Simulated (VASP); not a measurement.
# CdTe (F-43m) in VASP: settings compared

One crystal, CdTe, is run at these levels: LDA, r2SCAN, TB-mBJ, PBE, PBEsol; tasks: band structure, G0W0 quasiparticle levels, Born charges and dielectric tensor.

Everything below comes from runs of VASP 6.6.1. Logs are shortened: lines on timing, memory, paths and dates and some standing lists are left out, and cuts for length are marked.

**Measured values to compare with.**

A printed reference work, data compilation reports, for a bulk crystal of CdTe at 0 K: band gap 1.607 eV.

The results are compared with them further down.

### Step 1. The structure

It takes space group F-43m (No. 216, cubic). The conventional cell has a = 6.410 Å, b = 6.410 Å, c = 6.410 Å, α = 90.00°, β = 90.00°, γ = 90.00°. Te (site symmetry -43m) is surrounded by 4 Cd at 2.78 Å. Cd (site symmetry -43m) is surrounded by 4 Te at 2.78 Å.

### Step 2. Band structure, LDA, spin-orbit coupling, no magnetisation

Contents of INCAR:

```
PREC = Accurate
ENCUT = 520
EDIFF = 1E-6
ISMEAR = 0
SIGMA = 0.02
LREAL = F
LASPH = T
NELM = 60
ALGO = Normal
ISIF = 2
LWAVE = F
LCHARG = F
MAGMOM = 0 0 0 0 0 0
LORBIT = 11
LSORBIT = T
GGA_COMPAT = F
KPAR = 2
```

Contents of KPOINTS:

```
Automatic mesh
0
Gamma
  6 6 6
```

Contents of POSCAR:

```
CdTe
1.0
    0.0000000000      3.2050000000      3.2050000000
    3.2050000000      0.0000000000      3.2050000000
    3.2050000000      3.2050000000      0.0000000000
Te Cd
1 1
Direct
    0.7500000000      0.7500000000      0.7500000000
    0.0000000000      0.0000000000      0.0000000000
```

Contents of KPOINTS_OPT:

```
path GXWKGLUWLK,UX
15
line-mode
reciprocal
 0.0000000000  0.0000000000  0.0000000000  G
 0.5000000000  0.0000000000  0.5000000000  X

 0.5000000000  0.0000000000  0.5000000000  X
 0.5000000000  0.2500000000  0.7500000000  W

 0.5000000000  0.2500000000  0.7500000000  W
 0.3750000000  0.3750000000  0.7500000000  K

 0.3750000000  0.3750000000  0.7500000000  K
 0.0000000000  0.0000000000  0.0000000000  G

 0.0000000000  0.0000000000  0.0000000000  G
 0.5000000000  0.5000000000  0.5000000000  L

 0.5000000000  0.5000000000  0.5000000000  L
 0.6250000000  0.2500000000  0.6250000000  U

 0.6250000000  0.2500000000  0.6250000000  U
 0.5000000000  0.2500000000  0.7500000000  W

 0.5000000000  0.2500000000  0.7500000000  W
 0.5000000000  0.5000000000  0.5000000000  L

 0.5000000000  0.5000000000  0.5000000000  L
 0.3750000000  0.3750000000  0.7500000000  K

 0.6250000000  0.2500000000  0.6250000000  U
 0.5000000000  0.0000000000  0.5000000000  X
```

Potentials or basis: VASP PAW LDA potentials, release 64 (Te, Cd).

On the command line:

```bash
> cat potpaw_LDA.64/Te/POTCAR potpaw_LDA.64/Cd/POTCAR > POTCAR
> mpirun -np 2 vasp_ncl > vasp.out
```

OUTCAR:

```text
PREC = Accurate
   ENCUT = 520
   EDIFF = 1E-6
   ISMEAR = 0
   LREAL = F
   LASPH = T
   NELM = 60
   ISIF = 2
   LORBIT = 11
   LSORBIT = T

 ion  position               nearest neighbor table
   1  0.750  0.750  0.750-   2 2.78   2 2.78   2 2.78   2 2.78
   2  0.000  0.000  0.000-   1 2.78   1 2.78   1 2.78   1 2.78

  LATTYP: Found a face centered cubic cell.
 ALAT       =     6.4100000000

  Lattice vectors:

 A1 = (   0.0000000000,   3.2050000000,   3.2050000000)
 A2 = (   3.2050000000,   0.0000000000,   3.2050000000)
 A3 = (   3.2050000000,   3.2050000000,   0.0000000000)

Analysis of symmetry for initial positions (statically):
=====================================================================
 Subroutine PRICEL returns:
 Original cell was already a primitive cell.

 Routine SETGRP: Setting up the symmetry group for a
 face centered cubic supercell.

 Subroutine GETGRP returns: Found 24 space group operations
 (whereof 24 operations were pure point group operations)
 out of a pool of 48 trial point group operations.

The static configuration has the point symmetry T_d .

Analysis of symmetry for dynamics (positions and initial velocities):
=====================================================================
 Subroutine PRICEL returns:
 Original cell was already a primitive cell.

 Routine SETGRP: Setting up the symmetry group for a
 face centered cubic supercell.

 Subroutine GETGRP returns: Found 24 space group operations
 (whereof 24 operations were pure point group operations)
 out of a pool of 48 trial point group operations.

The dynamic configuration has the point symmetry T_d .

Analysis of structural, dynamic, and magnetic symmetry:
=====================================================================
 Subroutine PRICEL returns:
 Original cell was already a primitive cell.

 Routine SETGRP: Setting up the symmetry group for a
 face centered cubic supercell.

 Subroutine GETGRP returns: Found 24 space group operations
 (whereof 24 operations were pure point group operations)
 out of a pool of 48 trial point group operations.

The overall configuration has the point symmetry T_d .

 Subroutine INISYM returns: Found 24 space group operations
 (whereof 24 operations are pure point group operations),
 and found     1 'primitive' translations

[... 799 lines left out ...]
  external PRESSURE =       2.9909873 kB  Pullay stress =       0.0000000 kB

 VOLUME and BASIS-vectors are now :
 -----------------------------------------------------------------------------
  energy-cutoff  :      520.00
  volume of cell :       65.84
      direct lattice vectors                 reciprocal lattice vectors
     0.000000000  3.205000000  3.205000000    -0.156006240  0.156006240  0.156006240
     3.205000000  0.000000000  3.205000000     0.156006240 -0.156006240  0.156006240
     3.205000000  3.205000000  0.000000000     0.156006240  0.156006240 -0.156006240

 POSITION                                       TOTAL-FORCE (eV/Angst)
 -----------------------------------------------------------------------------------
      4.80750      4.80750      4.80750        -0.000000      0.000000      0.000000
      0.00000      0.00000      0.00000         0.000000     -0.000000     -0.000000
 -----------------------------------------------------------------------------------
    total drift:                               -0.000000     -0.000000     -0.000000

  FREE ENERGIE OF THE ION-ELECTRON SYSTEM (eV)
  ---------------------------------------------------
  free  energy   TOTEN  =        -6.1767954771 eV

  energy  without entropy=       -6.1767954771  energy(sigma->0) =       -6.17679548

 Spin-Orbit-Coupling matrix elements

 Ion:    1  E_soc:     -0.2030064
 l=   1
     0.0000000    -0.0337403    -0.0337403
    -0.0337403     0.0000000    -0.0337403
    -0.0337403    -0.0337403     0.0000000
 l=   2
     0.0000000    -0.0000366     0.0000000    -0.0000366    -0.0000575
    -0.0000366     0.0000000    -0.0000431    -0.0000366    -0.0000144
     0.0000000    -0.0000431     0.0000000    -0.0000431     0.0000000
    -0.0000366    -0.0000366    -0.0000431     0.0000000    -0.0000144
    -0.0000575    -0.0000144     0.0000000    -0.0000144     0.0000000
 l=   3
     0.0000000     0.0000000     0.0000000     0.0000000     0.0000000     0.0000000     0.0000000
     0.0000000     0.0000000     0.0000000     0.0000000     0.0000000     0.0000000     0.0000000
     0.0000000     0.0000000     0.0000000     0.0000000     0.0000000     0.0000000     0.0000000
     0.0000000     0.0000000     0.0000000     0.0000000     0.0000000     0.0000000     0.0000000
     0.0000000     0.0000000     0.0000000     0.0000000     0.0000000     0.0000000     0.0000000
     0.0000000     0.0000000     0.0000000     0.0000000     0.0000000     0.0000000     0.0000000
     0.0000000     0.0000000     0.0000000     0.0000000     0.0000000     0.0000000     0.0000000

 Ion:    2  E_soc:     -0.0649414
 l=   1
     0.0000000    -0.0035270    -0.0035270
    -0.0035270     0.0000000    -0.0035270
    -0.0035270    -0.0035270     0.0000000
 l=   2
     0.0000000    -0.0014681     0.0000000    -0.0014681    -0.0058285
    -0.0014681     0.0000000    -0.0043714    -0.0014681    -0.0014571
     0.0000000    -0.0043714     0.0000000    -0.0043714     0.0000000
    -0.0014681    -0.0014681    -0.0043714     0.0000000    -0.0014571
    -0.0058285    -0.0014571     0.0000000    -0.0014571     0.0000000
 l=   3
     0.0000000     0.0000000     0.0000000     0.0000000     0.0000000     0.0000000     0.0000000
     0.0000000     0.0000000     0.0000000     0.0000000     0.0000000     0.0000000     0.0000000
     0.0000000     0.0000000     0.0000000     0.0000000     0.0000000     0.0000000     0.0000000
     0.0000000     0.0000000     0.0000000     0.0000000     0.0000000     0.0000000     0.0000000
     0.0000000     0.0000000     0.0000000     0.0000000     0.0000000     0.0000000     0.0000000
     0.0000000     0.0000000     0.0000000     0.0000000     0.0000000     0.0000000     0.0000000
     0.0000000     0.0000000     0.0000000     0.0000000     0.0000000     0.0000000     0.0000000

 total charge

# of ion       s       p       d       tot
------------------------------------------
    1        1.356   2.066   0.025   3.447
    2        0.489   0.341   9.521  10.351
--------------------------------------------------
tot          1.845   2.407   9.546  13.798

 magnetization (x)

# of ion       s       p       d       tot
------------------------------------------
    1        0.000  -0.000  -0.000  -0.000
    2        0.000   0.000   0.000   0.000
--------------------------------------------------
tot          0.000   0.000   0.000   0.000

 magnetization (y)

# of ion       s       p       d       tot
------------------------------------------
    1        0.000  -0.000   0.000  -0.000
    2        0.000   0.000  -0.000   0.000
--------------------------------------------------
tot          0.000   0.000  -0.000   0.000

 magnetization (z)

# of ion       s       p       d       tot
------------------------------------------
    1        0.000   0.000  -0.000   0.000
    2       -0.000  -0.000   0.000  -0.000
--------------------------------------------------
tot         -0.000  -0.000   0.000  -0.000
```

stdout:

```text
POSCAR found type information on POSCAR TeCd
 POSCAR found :  2 types and       2 ions
 scaLAPACK will be used
 LDA part: xc-table for (Slater(with rela. corr.)+CA(PZ))
 , standard interpolation
 POSCAR, INCAR and KPOINTS ok, starting setup
 FFT: planning ... GRIDC
 FFT: planning ... GRID_SOFT
 FFT: planning ... GRID
 WAVECAR not read
 entering main loop
 Start KPOINTS_OPT (optional k-point list driver)
k-point batch [1-22\150]
k-point batch [23-44\150]
k-point batch [45-66\150]
k-point batch [67-88\150]
k-point batch [89-110\150]
k-point batch [111-132\150]
k-point batch [133-150\150]
```

Run time: 84 s. Hardware: 2 MPI ranks of Intel Xeon 6975P-C (Granite Rapids), shared host; peak memory 0.35 GiB.

Results:

| Item | Value |
| --- | --- |
| Free energy | -6.1768 eV |
| Pressure | 0.3 GPa |
| Valence electrons inside the program's atomic spheres | Te 3.45; Cd 10.35 |

### Step 3. Band structure, r2SCAN, spin-orbit coupling, no magnetisation

Edit INCAR of step 2 so:

```diff
@@ -12,2 +12,3 @@
 LCHARG = F
+LNONCOLLINEAR = T
 MAGMOM = 0 0 0 0 0 0
@@ -16,2 +17,4 @@
 GGA_COMPAT = F
+METAGGA = R2SCAN
+LMIXTAU = T
 KPAR = 2
```

KPOINTS is that of step 2.

POSCAR is that of step 2.

KPOINTS_OPT is that of step 2.

Potentials or basis: VASP PAW PBE potentials, release 64 (Te, Cd).

On the command line:

```bash
> cat potpaw_PBE.64/Te/POTCAR potpaw_PBE.64/Cd/POTCAR > POTCAR
> mpirun -np 2 vasp_ncl > vasp.out
```

OUTCAR:

```text
PREC = Accurate
   ENCUT = 520
   EDIFF = 1E-6
   ISMEAR = 0
   LREAL = F
   LASPH = T
   NELM = 60
   ISIF = 2
   LNONCOLLINEAR = T
   LORBIT = 11
   LSORBIT = T
   METAGGA = R2SCAN

 ion  position               nearest neighbor table
   1  0.750  0.750  0.750-   2 2.78   2 2.78   2 2.78   2 2.78
   2  0.000  0.000  0.000-   1 2.78   1 2.78   1 2.78   1 2.78

  LATTYP: Found a face centered cubic cell.
 ALAT       =     6.4100000000

  Lattice vectors:

 A1 = (   0.0000000000,   3.2050000000,   3.2050000000)
 A2 = (   3.2050000000,   0.0000000000,   3.2050000000)
 A3 = (   3.2050000000,   3.2050000000,   0.0000000000)

Analysis of symmetry for initial positions (statically):
=====================================================================
 Subroutine PRICEL returns:
 Original cell was already a primitive cell.

 Routine SETGRP: Setting up the symmetry group for a
 face centered cubic supercell.

 Subroutine GETGRP returns: Found 24 space group operations
 (whereof 24 operations were pure point group operations)
 out of a pool of 48 trial point group operations.

The static configuration has the point symmetry T_d .

Analysis of symmetry for dynamics (positions and initial velocities):
=====================================================================
 Subroutine PRICEL returns:
 Original cell was already a primitive cell.

 Routine SETGRP: Setting up the symmetry group for a
 face centered cubic supercell.

 Subroutine GETGRP returns: Found 24 space group operations
 (whereof 24 operations were pure point group operations)
 out of a pool of 48 trial point group operations.

The dynamic configuration has the point symmetry T_d .

Analysis of structural, dynamic, and magnetic symmetry:
=====================================================================
 Subroutine PRICEL returns:
 Original cell was already a primitive cell.

 Routine SETGRP: Setting up the symmetry group for a
 face centered cubic supercell.

 Subroutine GETGRP returns: Found 24 space group operations
 (whereof 24 operations were pure point group operations)
 out of a pool of 48 trial point group operations.

The overall configuration has the point symmetry T_d .

 Subroutine INISYM returns: Found 24 space group operations
 (whereof 24 operations are pure point group operations),
 and found     1 'primitive' translations

----------------------------------------------------------------------------------------

                                     Primitive cell

  volume of cell :      65.8437

  direct lattice vectors                    reciprocal lattice vectors
     0.000000000  3.205000000  3.205000000    -0.156006240  0.156006240  0.156006240
     3.205000000  0.000000000  3.205000000     0.156006240 -0.156006240  0.156006240
     3.205000000  3.205000000  0.000000000     0.156006240  0.156006240 -0.156006240

  length of vectors
[... 127 lines left out ...]
  ext. energy  EPLUGINS =         0.00000000
  ---------------------------------------------------
  free energy    TOTEN  =       -46.71058265 eV

  energy without entropy =      -46.71058265  energy(sigma->0) =      -46.71058265

 E-fermi :   2.7660     XC(G=0):  -9.2584

 val. band max:        2.6826619657   @ k =   0.0000   0.0000   0.0000
 cond. band min:       3.7971051301   @ k =   0.0000   0.0000   0.0000
 fundamental gap:      1.1144431644
 Fermi energy:         2.7660360956

 k-point     1 :       0.0000    0.0000    0.0000
  band No.  band energies     occupation
      1      -9.3127      1.00000
      2      -9.3127      1.00000
      3      -6.5704      1.00000
      4      -6.5704      1.00000
      5      -6.5704      1.00000
      6      -6.5704      1.00000
[... 627 lines left out ...]
     25       9.8660      0.00000
     26       9.9747      0.00000

------------------------ aborting loop because EDIFF is reached ----------------------------------------

  FORCE on cell =-STRESS in cart. coord.  units (eV):
  Direction    XX          YY          ZZ          XY          YZ          ZX
  --------------------------------------------------------------------------------------
  -------------------------------------------------------------------------------------
  Total        1.3977374      1.3977374      1.3977374      0.0000000      0.0000000      0.0000000
  in kB       34.0112087     34.0112087     34.0112087      0.0000000      0.0000000      0.0000000
  external PRESSURE =      34.0112087 kB  Pullay stress =       0.0000000 kB

 VOLUME and BASIS-vectors are now :
 -----------------------------------------------------------------------------
  energy-cutoff  :      520.00
  volume of cell :       65.84
      direct lattice vectors                 reciprocal lattice vectors
     0.000000000  3.205000000  3.205000000    -0.156006240  0.156006240  0.156006240
     3.205000000  0.000000000  3.205000000     0.156006240 -0.156006240  0.156006240
     3.205000000  3.205000000  0.000000000     0.156006240  0.156006240 -0.156006240

 POSITION                                       TOTAL-FORCE (eV/Angst)
 -----------------------------------------------------------------------------------
      4.80750      4.80750      4.80750        -0.000000     -0.000000      0.000000
      0.00000      0.00000      0.00000         0.000000      0.000000     -0.000000
 -----------------------------------------------------------------------------------
    total drift:                               -0.000000     -0.000000     -0.000000

  FREE ENERGIE OF THE ION-ELECTRON SYSTEM (eV)
  ---------------------------------------------------
  free  energy   TOTEN  =       -46.7105826502 eV

  energy  without entropy=      -46.7105826502  energy(sigma->0) =      -46.71058265

 Spin-Orbit-Coupling matrix elements

 Ion:    1  E_soc:     -0.1777092
 l=   1
     0.0000000    -0.0295401    -0.0295401
    -0.0295401     0.0000000    -0.0295401
    -0.0295401    -0.0295401     0.0000000
 l=   2
     0.0000000    -0.0000312     0.0000000    -0.0000312    -0.0000469
    -0.0000312     0.0000000    -0.0000352    -0.0000312    -0.0000117
     0.0000000    -0.0000352     0.0000000    -0.0000352     0.0000000
    -0.0000312    -0.0000312    -0.0000352     0.0000000    -0.0000117
    -0.0000469    -0.0000117     0.0000000    -0.0000117     0.0000000
 l=   3
     0.0000000     0.0000000     0.0000000     0.0000000     0.0000000     0.0000000     0.0000000
     0.0000000     0.0000000     0.0000000     0.0000000     0.0000000     0.0000000     0.0000000
     0.0000000     0.0000000     0.0000000     0.0000000     0.0000000     0.0000000     0.0000000
     0.0000000     0.0000000     0.0000000     0.0000000     0.0000000     0.0000000     0.0000000
     0.0000000     0.0000000     0.0000000     0.0000000     0.0000000     0.0000000     0.0000000
     0.0000000     0.0000000     0.0000000     0.0000000     0.0000000     0.0000000     0.0000000
     0.0000000     0.0000000     0.0000000     0.0000000     0.0000000     0.0000000     0.0000000

 Ion:    2  E_soc:     -0.0590998
 l=   1
     0.0000000    -0.0030225    -0.0030225
    -0.0030225     0.0000000    -0.0030225
    -0.0030225    -0.0030225     0.0000000
 l=   2
     0.0000000    -0.0013858     0.0000000    -0.0013858    -0.0054417
    -0.0013858     0.0000000    -0.0040813    -0.0013858    -0.0013604
     0.0000000    -0.0040813     0.0000000    -0.0040813     0.0000000
    -0.0013858    -0.0013858    -0.0040813     0.0000000    -0.0013604
    -0.0054417    -0.0013604     0.0000000    -0.0013604     0.0000000
 l=   3
     0.0000000     0.0000000     0.0000000     0.0000000     0.0000000     0.0000000     0.0000000
     0.0000000     0.0000000     0.0000000     0.0000000     0.0000000     0.0000000     0.0000000
     0.0000000     0.0000000     0.0000000     0.0000000     0.0000000     0.0000000     0.0000000
     0.0000000     0.0000000     0.0000000     0.0000000     0.0000000     0.0000000     0.0000000
     0.0000000     0.0000000     0.0000000     0.0000000     0.0000000     0.0000000     0.0000000
     0.0000000     0.0000000     0.0000000     0.0000000     0.0000000     0.0000000     0.0000000
     0.0000000     0.0000000     0.0000000     0.0000000     0.0000000     0.0000000     0.0000000

 total charge

# of ion       s       p       d       tot
------------------------------------------
    1        1.350   2.129   0.024   3.503
    2        0.457   0.334   9.546  10.338
--------------------------------------------------
tot          1.807   2.463   9.570  13.840

 magnetization (x)

# of ion       s       p       d       tot
------------------------------------------
    1        0.000   0.000  -0.000   0.000
    2        0.000  -0.000  -0.000   0.000
--------------------------------------------------
tot          0.000  -0.000  -0.000   0.000

 magnetization (y)

# of ion       s       p       d       tot
------------------------------------------
    1        0.000   0.000   0.000   0.000
    2        0.000   0.000   0.000   0.000
--------------------------------------------------
tot          0.000   0.000   0.000   0.000

 magnetization (z)

# of ion       s       p       d       tot
------------------------------------------
    1        0.000   0.000   0.000   0.000
    2        0.000  -0.000   0.000   0.000
--------------------------------------------------
tot          0.000  -0.000   0.000   0.000
```

Run time: 7 min. Hardware: 2 MPI ranks of Intel Xeon 6975P-C (Granite Rapids), shared host; peak memory 0.49 GiB.

What came out:

* Free energy: -46.7106 eV
* Pressure: 3.4 GPa
* Valence electrons inside the program's atomic spheres: Te 3.50; Cd 10.34

Caveat: the PAW data sets were made with another functional, which shifts forces and pressure a little.

[end of part 1 of 2]
